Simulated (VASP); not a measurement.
# ZnS (P6_3mc) in VASP: notebook, part 2 of 2

VASP 6.6.1.

## 3. Relaxation of cell and atoms, PBE

This run uses another cell than the first one, of 20.17 Å³/atom, 1.029 times its volume.

Contents of INCAR:

```
SYSTEM = ZnS
ALGO = Normal
EDIFF = 1E-7
EDIFFG = -0.002
ENCUT = 350
GGA = PE
IBRION = 2
ISIF = 3
ISMEAR = 0
LASPH = .True.
LCHARG = .False.
LREAL = .False.
LWAVE = .False.
NELM = 100
NSW = 80
PREC = Accurate
SIGMA = 0.02
```

Contents of KPOINTS:

```
k-points
0
Gamma
  9 9 6
  0 0 0
```

Contents of POSCAR:

```
ZnS                                     
1.0
    3.8446732003      0.0000000000      0.0000000000
   -1.9223366001      3.3295846568     -0.0000000000
    0.0000000000     -0.0000000000      6.3039718966
  Zn              S             
     2     2
Direct
     0.3333333300000021    0.6666666699999979    0.0052107480976963
     0.6666666699999979    0.3333333300000021    0.5052107480976964
     0.3333333300000021    0.6666666699999979    0.3797892519023017
     0.6666666699999979    0.3333333300000021    0.8797892519023016
```

Potentials or basis: VASP PAW PBE potentials, release 64 (Zn, S).

Command:

```
$ cat potpaw_PBE.64/Zn/POTCAR potpaw_PBE.64/S/POTCAR > POTCAR
$ mpirun -np 1 vasp_std > vasp.out
```

OUTCAR:

```text
SYSTEM = ZnS
   EDIFF = 1E-7
   EDIFFG = -0.002
   ENCUT = 350
   GGA = PE
   IBRION = 2
   ISIF = 3
   ISMEAR = 0
   LASPH = .True.
   LREAL = .False.
   NELM = 100
   NSW = 80
   PREC = Accurate

 ion  position               nearest neighbor table
   1  0.333  0.667  0.005-   4 2.36   4 2.36   4 2.36   3 2.36
   2  0.667  0.333  0.505-   3 2.36   3 2.36   3 2.36   4 2.36
   3  0.333  0.667  0.380-   2 2.36   2 2.36   2 2.36   1 2.36
   4  0.667  0.333  0.880-   1 2.36   1 2.36   1 2.36   2 2.36

  LATTYP: Found a hexagonal cell.
 ALAT       =     3.8446732003
 C/A-ratio  =     1.6396639111

  Lattice vectors:

 A1 = (   3.8446732003,   0.0000000000,   0.0000000000)
 A2 = (  -1.9223366001,   3.3295846568,   0.0000000000)
 A3 = (   0.0000000000,   0.0000000000,   6.3039718966)

Analysis of symmetry for initial positions (statically):
=====================================================================
 Subroutine PRICEL returns:
 Original cell was already a primitive cell.

 Routine SETGRP: Setting up the symmetry group for a
 hexagonal supercell.

 Subroutine GETGRP returns: Found 12 space group operations
 (whereof  6 operations were pure point group operations)
 out of a pool of 24 trial point group operations.

The static configuration has the point symmetry C_3v.
 The point group associated with its full space group is C_6v.

Analysis of symmetry for dynamics (positions and initial velocities):
=====================================================================
 Subroutine PRICEL returns:
 Original cell was already a primitive cell.

 Routine SETGRP: Setting up the symmetry group for a
 hexagonal supercell.

 Subroutine GETGRP returns: Found 12 space group operations
 (whereof  6 operations were pure point group operations)
 out of a pool of 24 trial point group operations.

The dynamic configuration has the point symmetry C_3v.
 The point group associated with its full space group is C_6v.

 Subroutine INISYM returns: Found 12 space group operations
 (whereof  6 operations are pure point group operations),
 and found     1 'primitive' translations

----------------------------------------------------------------------------------------

                                     Primitive cell

  volume of cell :      80.6982

  direct lattice vectors                    reciprocal lattice vectors
     3.844673200  0.000000000  0.000000000     0.260100130  0.150168880  0.000000000
    -1.922336600  3.329584657  0.000000000     0.000000000  0.300337761  0.000000000
     0.000000000  0.000000000  6.303971897     0.000000000  0.000000000  0.158630149

  length of vectors
     3.844673200  3.844673197  6.303971897     0.300337760  0.300337761  0.158630149

  position of ions in fractional coordinates (direct lattice)
     0.333333330  0.666666670  0.005210748
     0.666666670  0.333333330  0.505210748
     0.333333330  0.666666670  0.379789252
     0.666666670  0.333333330  0.879789252

  ion indices of the primitive-cell ions
[... 117 lines left out ...]
--------------------------------------- Ionic step        1  -------------------------------------------

 number of electron      35.9999868 magnetization

 Free energy of the ion-electron system (eV)
  ---------------------------------------------------
  ext. energy  EPLUGINS =         0.00000000
  ---------------------------------------------------
  free energy    TOTEN  =       -13.69012523 eV

  energy without entropy =      -13.69012523  energy(sigma->0) =      -13.69012523

------------------------ aborting loop because EDIFF is reached ----------------------------------------

  FORCE on cell =-STRESS in cart. coord.  units (eV):
  Direction    XX          YY          ZZ          XY          YZ          ZX
  --------------------------------------------------------------------------------------
  -------------------------------------------------------------------------------------
  Total       -0.0157746     -0.0157746     -0.0094240     -0.0000000      0.0000000      0.0000000
  in kB       -0.3131886     -0.3131886     -0.1871036     -0.0000000      0.0000000      0.0000000
  external PRESSURE =      -0.2711603 kB  Pullay stress =       0.0000000 kB

 VOLUME and BASIS-vectors are now :
 -----------------------------------------------------------------------------
  energy-cutoff  :      350.00
  volume of cell :       80.70
      direct lattice vectors                 reciprocal lattice vectors
     3.844673200  0.000000000  0.000000000     0.260100130  0.150168880  0.000000000
    -1.922336600  3.329584657  0.000000000     0.000000000  0.300337761  0.000000000
     0.000000000  0.000000000  6.303971897     0.000000000  0.000000000  0.158630149

 POSITION                                       TOTAL-FORCE (eV/Angst)
 -----------------------------------------------------------------------------------
     -0.00000      2.21972      0.03285         0.000000     -0.000000      0.000847
      1.92234      1.10986      3.18483        -0.000000      0.000000      0.000847
     -0.00000      2.21972      2.39418         0.000000     -0.000000     -0.000847
      1.92234      1.10986      5.54617         0.000000     -0.000000     -0.000847
 -----------------------------------------------------------------------------------
    total drift:                               -0.000012      0.000004     -0.003112

  FREE ENERGIE OF THE ION-ELECTRON SYSTEM (eV)
  ---------------------------------------------------
  free  energy   TOTEN  =       -13.6901252252 eV

  energy  without entropy=      -13.6901252252  energy(sigma->0) =      -13.69012523

--------------------------------------- Ionic step        2  -------------------------------------------

 number of electron      35.9999867 magnetization

 Free energy of the ion-electron system (eV)
  ---------------------------------------------------
  ext. energy  EPLUGINS =         0.00000000
  ---------------------------------------------------
  free energy    TOTEN  =       -13.69012887 eV

  energy without entropy =      -13.69012887  energy(sigma->0) =      -13.69012887

 E-fermi :   2.0127     XC(G=0):  -9.5217

 val. band max:        1.9256276808   @ k =   0.0000   0.0000   0.0000
 cond. band min:       4.0079949533   @ k =   0.0000   0.0000   0.0000
 fundamental gap:      2.0823672725
 Fermi energy:         2.0127219833

 k-point     1 :       0.0000    0.0000    0.0000
  band No.  band energies     occupation
      1     -11.0920      2.00000
      2     -10.2007      2.00000
      3      -4.3214      2.00000
      4      -4.3098      2.00000
      5      -4.3098      2.00000
      6      -4.2315      2.00000
[... 589 lines left out ...]
     21       7.3839      0.00000
     22       9.5213      0.00000

 [... further k-points ...]

------------------------ aborting loop because EDIFF is reached ----------------------------------------

  FORCE on cell =-STRESS in cart. coord.  units (eV):
  Direction    XX          YY          ZZ          XY          YZ          ZX
  --------------------------------------------------------------------------------------
  -------------------------------------------------------------------------------------
  Total       -0.0016316     -0.0016316      0.0013560     -0.0000000     -0.0000000      0.0000000
  in kB       -0.0324097     -0.0324097      0.0269360     -0.0000000     -0.0000000      0.0000000
  external PRESSURE =      -0.0126278 kB  Pullay stress =       0.0000000 kB

 VOLUME and BASIS-vectors are now :
 -----------------------------------------------------------------------------
  energy-cutoff  :      350.00
  volume of cell :       80.66
      direct lattice vectors                 reciprocal lattice vectors
     3.843941742 -0.000000000  0.000000000     0.260149624  0.150197456  0.000000000
    -1.921970871  3.328951195  0.000000000     0.000000000  0.300394912  0.000000000
     0.000000000  0.000000000  6.303255389    -0.000000000 -0.000000000  0.158648181

 POSITION                                       TOTAL-FORCE (eV/Angst)
 -----------------------------------------------------------------------------------
     -0.00000      2.21930      0.03289         0.000000     -0.000000      0.000948
      1.92197      1.10965      3.18451        -0.000000      0.000000      0.000948
     -0.00000      2.21930      2.39387         0.000000      0.000000     -0.000948
      1.92197      1.10965      5.54550        -0.000000      0.000000     -0.000948
 -----------------------------------------------------------------------------------
    total drift:                               -0.000012      0.000004     -0.003143

  FREE ENERGIE OF THE ION-ELECTRON SYSTEM (eV)
  ---------------------------------------------------
  free  energy   TOTEN  =       -13.6901288739 eV

  energy  without entropy=      -13.6901288739  energy(sigma->0) =      -13.69012887

 reached required accuracy - stopping structural energy minimisation
```

It took 48 s on 1 thread of Intel Xeon Platinum 8375C at 2.90GHz (Ice Lake), shared host; peak memory 0.17 GiB.

Results:

```
Free energy                            : -13.6901 eV
Relaxed volume                         : 20.16 Å³/atom
Relaxed cell                           : a = 3.844 Å, b = 3.844 Å, c = 6.303 Å, α = 90.00°, β = 90.00°, γ = 120.00°
Space group after relaxing (to 0.05 Å) : P6_3mc (No. 186)
Energy gained by relaxing              : 0.0 meV/atom
Ionic steps                            : 2
Pressure after relaxing                : 0.0 GPa
Band gap on the k mesh                 : 2.08 eV, direct
```

Final structure:
```
Zn S
1.0
     3.84394    0.00000    0.00000
    -1.92197    3.32895    0.00000
     0.00000    0.00000    6.30326
Zn S
2 2
Direct
  0.33333 0.66667 0.00522
  0.66667 0.33333 0.50522
  0.33333 0.66667 0.37978
  0.66667 0.33333 0.87978
```

As with any semilocal functional, this PBE gap is likely too small.
